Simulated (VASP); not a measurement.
# Lattice of InSe, functional by functional, part 2 of 2

Which functional gives which lattice for InSe? The starting structure is a measured crystal structure from the Crystallography Open Database. The first relaxation on each setting starts from this cell expanded by 3 % in volume.

VASP 6.6.1.

Results so far: PBEsol 29.36 Å³ an atom; LDA 27.86 Å³ an atom.

## (5) Relaxation with PBEsol + D3(BJ)

Level of this step: PBEsol with D3(BJ); plane waves and PAW (In_d, Se) (VASP).

D3 with Becke-Johnson damping keeps a finite attraction at short range. This run starts from the cell of an earlier relaxation, which isn't shown; the restart sets up the plane waves anew.

Input file INCAR:

```
SYSTEM = InSe
PREC = Accurate
ENCUT = 450
EDIFF = 1E-06
NELM = 100
ISMEAR = 0
SIGMA = 0.03
LREAL = .FALSE.
ALGO = Normal
GGA = PS
IVDW = 12
NBANDS = 25
LORBIT = 11
LWAVE = .FALSE.
LCHARG = .FALSE.
KPAR = 8
IBRION = 2
NSW = 50
ISIF = 3
EDIFFG = -0.006
```

Input file POSCAR:

```
InSe
1.0
    1.9827988414      1.1447694449      8.0517382199
   -1.9827988414      1.1447694449      8.0517382199
    0.0000000000     -2.2895388897      8.0517382199
In Se
2 2
Direct
    0.8869855437      0.8869855437      0.8869855437
    0.0007828636      0.0007828636      0.0007828636
    0.1670559558      0.1670559558      0.1670559558
    0.3874756369      0.3874756369      0.3874756369
```

Input file KPOINTS:

```
Automatic mesh
0
Gamma
6 6 6
0 0 0
```

Potentials, in the order of the species: In_d and Se (PBE family, release 64).

Command:

```
mpirun -np 8 vasp_std
```

The program printed:

```text
[banner, memory and clock lines left out]
running    8 mpi-ranks, on    1 nodes
[...]
[... a notice as in an earlier step ...]

 [... a notice as in an earlier step ...]

 LDA part: xc-table for (Slater+PW92), standard interpolation
 POSCAR, INCAR and KPOINTS ok, starting setup
[...]
entering main loop
       N       E                     dE             d eps       ncg     rms          rms(c)
DAV:   1     0.319425544642E+03    0.31943E+03   -0.16278E+04  1600   0.155E+03
DAV:   2     0.192437513543E+02   -0.30018E+03   -0.29387E+03  1635   0.382E+02
DAV:   3    -0.146244198823E+02   -0.33868E+02   -0.33069E+02  2065   0.143E+02
DAV:   4    -0.159521993950E+02   -0.13278E+01   -0.13252E+01  1823   0.305E+01
[...]
DAV:  12    -0.155494546672E+02    0.36677E-05   -0.13868E-05  2550   0.490E-02    0.125E-02
DAV:  13    -0.155494559700E+02   -0.13028E-05   -0.26607E-06  1468   0.999E-03    0.664E-03
DAV:  14    -0.155494562747E+02   -0.30470E-06   -0.10423E-06  1176   0.149E-02
   1 F= -.16785465E+02 E0= -.16785465E+02  d E =-.167855E+02
[...]
reached required accuracy - stopping structural energy minimisation
```

The job ended after 78 s (8 MPI ranks of Intel Xeon Platinum 8488C (Sapphire Rapids), shared host; peak memory 3.7 GiB).

Parts of OUTCAR (step 5):

```text
 Edisp (eV)   -1.23601

  Total       0.00492     0.00492     0.02129     0.00000     0.00000     0.00000
  in kB       0.07187     0.07187     0.31108     0.00000     0.00000     0.00000
  external pressure =        0.15 kB  Pullay stress =        0.00 kB

 POSITION                                       TOTAL-FORCE (eV/Angst)
 -----------------------------------------------------------------------------------
      0.00000      0.00000     21.42533         0.000000      0.000000      0.000386
      0.00000      0.00000      0.01891         0.000000     -0.000000     -0.001613
      0.00000      0.00000      4.03527         0.000000      0.000000      0.001281
      0.00000      0.00000      9.35956         0.000000     -0.000000     -0.000053
 -----------------------------------------------------------------------------------
    total drift:                                0.000000      0.000000      0.000153

  FREE ENERGIE OF THE ION-ELECTRON SYSTEM (eV)
  ---------------------------------------------------
  free  energy   TOTEN  =       -16.7854653573 eV

  energy  without entropy=      -16.7854653573  energy(sigma->0) =      -16.78546536

[... 2 parts as in an earlier step ...]

[... 2 further parts left out ...]
[key lines of the parts left out:]
E-fermi :   4.8747
```

With PBEsol + D3(BJ) the relaxed cell holds 27.414 Å³ an atom, -4.84 % against the measured cell, with a = 3.966 Å and c = 24.155 Å. That is -6.62 % from PBEsol.

## (6) Relaxation with r2SCAN

r2SCAN adds the kinetic-energy density, costs more than a GGA and is run with LASPH. This run starts from the cell of an earlier relaxation, which isn't shown and was stopped at its time limit.

Changes to INCAR since step 5:

```diff
@@ -9,4 +9,4 @@
 ALGO = Normal
-GGA = PS
-IVDW = 12
+METAGGA = R2SCAN
+LASPH = .TRUE.
 NBANDS = 25
```

Input file POSCAR:

```
InSe
1.0
    2.0318816218      1.1731074014      8.5055641249
   -2.0318816218      1.1731074014      8.5055641249
    0.0000000000     -2.3462148026      8.5055641249
In Se
2 2
Direct
    0.8882586484      0.8882586484      0.8882586484
    0.9995566854      0.9995566854      0.9995566854
    0.1729471993      0.1729471993      0.1729471993
    0.3815374669      0.3815374669      0.3815374669
```

KPOINTS is that of step 5.

Command:

```
mpirun -np 8 vasp_std
```

The program printed:

```text
[banner, memory and clock lines left out]
running    8 mpi-ranks, on    1 nodes
[...]
[... a notice as in an earlier step ...]

 [... a notice as in an earlier step ...]

 LDA part: xc-table for (None), standard interpolation
 POSCAR, INCAR and KPOINTS ok, starting setup
[...]
entering main loop
       N       E                     dE             d eps       ncg     rms          rms(c)
DAV:   1     0.259000305892E+03    0.25900E+03   -0.16409E+04  1600   0.151E+03
DAV:   2    -0.479143493084E+02   -0.30691E+03   -0.30016E+03  1668   0.382E+02
DAV:   3    -0.824445624835E+02   -0.34530E+02   -0.33819E+02  2089   0.144E+02
DAV:   4    -0.837689661878E+02   -0.13244E+01   -0.13227E+01  1896   0.317E+01
[...]
DAV:  12    -0.764665905198E+02    0.20501E-04   -0.22836E-04  1641   0.133E-01    0.701E-02
DAV:  13    -0.764665918994E+02   -0.13795E-05   -0.13245E-05  1879   0.272E-02    0.327E-02
DAV:  14    -0.764665919174E+02   -0.18031E-07   -0.34872E-07   989   0.612E-03
   1 F= -.76466592E+02 E0= -.76466592E+02  d E =-.764666E+02
[... from here on, the cycles between the ionic steps are left out ...]
   2 F= -.76470519E+02 E0= -.76470519E+02  d E =-.392701E-02
   3 F= -.76470650E+02 E0= -.76470650E+02  d E =-.405839E-02
   4 F= -.76471308E+02 E0= -.76471308E+02  d E =-.657960E-03
   5 F= -.76471618E+02 E0= -.76471618E+02  d E =-.967441E-03
   6 F= -.76472069E+02 E0= -.76472069E+02  d E =-.451682E-03
   7 F= -.76472392E+02 E0= -.76472392E+02  d E =-.774205E-03
[...]
N       E                     dE             d eps       ncg     rms          rms(c)
DAV:   1    -0.764731468592E+02   -0.75578E-03   -0.12431E-01  2102   0.239E+00    0.181E-01
 hard stop encountered!  aborting job ...
 [... a notice as in an earlier step ...]

 soft stop encountered!  aborting job ...
```

The job ended after 26 min (8 MPI ranks).

The run was stopped at its time limit, after 7 ionic steps.

## (7) The runs compared

```
          level            ended  volume (Å³/atom)  against the measured cell (%)   a (Å)    c (Å)  pressure left (GPa)  core minutes
         PBEsol        converged            29.357                            1.9  4.0127   25.263                  0.0         100.0
            LDA        converged            27.861                          -3.29  3.9789   24.384                 0.02          95.2
            PBE  cut off by time                 -                              -       -        -                    -         403.0
PBEsol + D3(BJ)        converged            27.414                          -4.84  3.9656  24.1552                 0.02          85.1
         r2SCAN  cut off by time                 -                              -       -        -                    -         413.0
```

Core minutes are wall time times ranks, summed over the relaxations behind a row (those for a bulk modulus apart), on shared hosts.

## (8) Summary of results

```yaml
volume_pbesol: 29.36 Å³/atom
volume_lda: 27.86 Å³/atom
volume_pbesol_d3_bj: 27.41 Å³/atom
```

Across 3 levels the volume of InSe spans 7.1 %, from 27.41 Å³ an atom (PBEsol + D3(BJ)) to 29.36 Å³ (PBEsol). Against the measured volume of the starting structure, PBEsol comes nearest (+1.9 %) and PBEsol + D3(BJ) lies farthest (-4.8 %). The measured cell holds zero-point expansion and, unless it was taken cold, thermal expansion, which the runs lack, so small differences decide nothing. Adding D3(BJ) to PBEsol changes the volume by -6.6 %. The bonds form layers, and levels without a dispersion term can match their spacing only by luck. All runs keep the symmetry of the start, so they can't find a distortion of lower symmetry. No result to use came from PBE and r2SCAN. Further runs on this material are not shown.

[Lines on the potential files, build, host, timing and source positions are cut from VASP's logs without a mark.]

[Logs are printed without paths, hosts, clocks, repeated set-up lines and the standing remarks that a program may print on its own settings, such as how far it seeks lower states.]

[Hosts, paths, dates, database ids (printed as entryN), source tags and the programs' standing remarks are cut or masked in the printed files.]
